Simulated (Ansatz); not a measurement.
# Stability checks on a candidate for CuO

The structure comes from a generated guess, relaxed at this level; another structure or a mixture of phases may lie lower.

The calculation used DFT PBE, scalar-relativistic, plane waves, PAW (Ansatz 0.2.0). Settings of the last relaxation (2-atom cell): 420 eV, 22×22×22 k points, Gaussian smearing of 0.10 eV, collinear spin.

```
Cu O
1.0
     0.00000    2.12217    2.12217
     2.12217    0.00000    2.12217
     2.12217    2.12217    0.00000
Cu O
1 1
Cartesian
  0.0000 0.0000 0.0000
  2.1222 2.1222 2.1222
```

The zero of energy is the elements' standard structures at the same level (O₂ as a molecule); no fitted shifts are applied.

Q: These tests were run: energy against the elements; phonons at Γ. What do they show?

A:

```json
{"test": "energy against the elements", "result": "−0.39 eV/atom"}
{"test": "phonons at Γ", "result": "lowest optical mode 328 cm⁻¹"}
```

It fails none of these tests. Other phases of the system weren't compared here, so this isn't yet thermodynamic stability. Phonons away from Γ weren't computed.

No Hubbard U is applied to the open shell of Cu. The run for the phonons used a 22×22×22 k mesh and Fermi–Dirac smearing of 0.15 eV.
